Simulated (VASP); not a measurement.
Input of a VASP 6.6.1 run:

Contents of INCAR:

```
SYSTEM = Si
PREC = Accurate
ENCUT = 600
EDIFF = 1E-7
ISMEAR = 1
SIGMA = 0.1
LREAL = .False.
LASPH = .True.
NELM = 80
ALGO = Normal
ISIF = 4
LWAVE = .False.
LCHARG = .False.
GGA = CA
IBRION = 2
NSW = 40
EDIFFG = -0.01
```

The input KPOINTS:

```
regular mesh
0
Gamma
  18 18 8
  0 0 0
```

File POSCAR:

```
Si                                      
1.0
    2.6223413909      0.0000000000      0.0000000000
   -1.3111706955      2.2710142619      0.0000000000
    0.0000000000      0.0000000000      4.4462945544
  Si            
     2
Direct
     0.3333333300000021    0.6666666699999979    0.2500000000000000
     0.6666666699999979    0.3333333300000021    0.7500000000000000
```

Potentials or basis: VASP PAW LDA potentials, release 64 (Si).

Command:

```sh
$ cat potpaw_LDA.64/Si/POTCAR > POTCAR
$ mpirun -np 1 vasp_std > vasp.out
```

Estimate the band gap on the k mesh.

none (metal or under the smearing width).

What does it give for the energy gained by relaxing?

0.0 meV/atom.

Final structure:
```
Si
1.0
     2.62117    0.00000    0.00000
    -1.31059    2.27000    0.00000
     0.00000    0.00000    4.45027
Si
2
Direct
  0.33333 0.66667 0.25000
  0.66667 0.33333 0.75000
```
